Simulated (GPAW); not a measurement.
Mo:

```
Mo
1.0
     2.82448   -0.01805   -0.04836
    -1.42787    2.31755    0.01455
    -0.04517   -0.01038    2.53733
Mo
1
Direct
  0.00000 0.00000 0.50000
```

This isn't the form of Mo at room conditions, which is bcc.

The cell isn't the ideal one: cell sheared at random, sigma 0.01, atoms nudged by 0.01 Å.

| Item | Value |
| --- | --- |
| Program | GPAW 26.7.0 |
| Task | relaxation of cell and atoms |
| Functional | PBE |
| Dispersion | D3(BJ) |
| Potentials or basis | GPAW PAW data sets (gpaw-data 1.2.1) |
| Cutoff | 600 eV |
| Basis | pw |
| k mesh | 11 × 11 × 10 |
| Occupations | fermi-dirac, width 0.01 eV |
| Spin | no spin polarisation |

At the start: pressure -3.8 GPa; volume 16.54 Å³/atom.

Question: Where does the relaxation end?

Answer: Over 21 steps the energy falls by 12.2 meV/atom and the volume is 16.32 Å³/atom (-1.3 %); space group Cmmm (No. 65, to 0.05 Å).

The path:
```
step  energy change (eV)  largest force (eV/Å)  pressure (GPa)  volume (Å³)
   1              0.0000                0.0000           -3.76        16.54
   2             -0.0127                0.0000           -0.24        16.27
   3             -0.0212                0.0000            1.55        16.14
   4             -0.0709                0.0000            6.07        15.85
   5             -0.0072                0.0000            3.43        16.07
   6             -0.0036                0.0000           -1.48        16.37
   7             -0.0076                0.0000            0.21        16.25
   8             -0.0075                0.0000            0.28        16.25
   9             -0.0078                0.0000            0.15        16.26
  10             -0.0104                0.0000            0.10        16.28
  11             -0.0039                0.0000            0.39        16.24
  12             -0.0014                0.0000            0.07        16.25
  13             -0.0075                0.0000            0.25        16.26
  14              0.2808                0.0000            8.28        16.38
  15             -0.0123                0.0000            0.40        16.31
  16             -0.0118                0.0000            0.23        16.28
  17             -0.0136                0.0000            0.30        16.30
  18             -0.0144                0.0000            0.35        16.30
  19             -0.0099                0.0000            0.80        16.26
  20             -0.0121                0.0000           -0.53        16.36
  21             -0.0122                0.0000           -0.11        16.32
```

Final structure:
```
Mo
1.0
     2.91266   -0.01227   -0.00729
    -1.46632    2.25676    0.00128
     0.00410   -0.00040    2.48986
Mo
1
Direct
  0.00000 0.00000 0.50000
```

Caveat: later steps reuse the first step's grids; pairwise dispersion overbinds metals, which lowers pressure and volume.
